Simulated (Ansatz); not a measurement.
All numbers below come from Ansatz, DFT PBE, scalar-relativistic, plane waves, PAW. Settings: cutoff 420 eV, Γ-centred meshes spaced at most about 0.3 Å⁻¹, and about 0.25 Å⁻¹ or finer for metals (2π included), Gaussian smearing. No spin polarisation in the final relaxations.

Temperature and zero-point effects are left out.

Two relaxed structures of Ge:

A.

Space group P4_122 (No. 91). a = 4.891 Å, b = 4.891 Å, c = 3.954 Å, α = 90.00°, β = 90.00°, γ = 90.00°
```json
{"atom": "Ge", "site": "4a", "symmetry": ".2.", "x": "0.3422", "y": "0.0000", "z": "0.7500"}
```

B.

Space group I4_1/amd:1 (No. 141). a = 7.338 Å, b = 7.338 Å, c = 4.742 Å, α = 90.00°, β = 90.00°, γ = 90.00°
| atom | site | symmetry | x | y | z |
| --- | --- | --- | --- | --- | --- |
| Ge | 4a | -4m2 | 0.0000 | 0.0000 | 0.0000 |
| Ge | 8d | .2/m. | 0.0000 | 0.7500 | 0.6250 |

Question: Which would you expect to be lower, and how large is the difference?

Answer: A is lower, by 78 meV/atom. A has space group P4_122 (No. 91), 23.6 Å³/atom and no gap on its mesh; B has space group I4_1/amd (No. 141), 21.3 Å³/atom and no gap. Counting all near atoms (those within 1.25 times the shortest such distance or 1.15 times the sum of covalent radii; a plus sign parts nearer from farther groups; a slash parts the counts of unlike sites), A has Ge 4 and B has Ge 4/2+4. The lower one is the more open, so pressure narrows the difference. Both come from invented guesses. A third cell relaxed alike, in Fd-3m, lies 234 meV/atom below the lower of the two. The part of the Crystallography Open Database at hand lists Ge in space groups No. 64, 96, 227; sharing a group (Fd-3m) doesn't make a cell the listed structure.

The zero gap of P4_122 may come from the functional, which often closes small gaps. Cells relaxed within their symmetry can be saddle points.
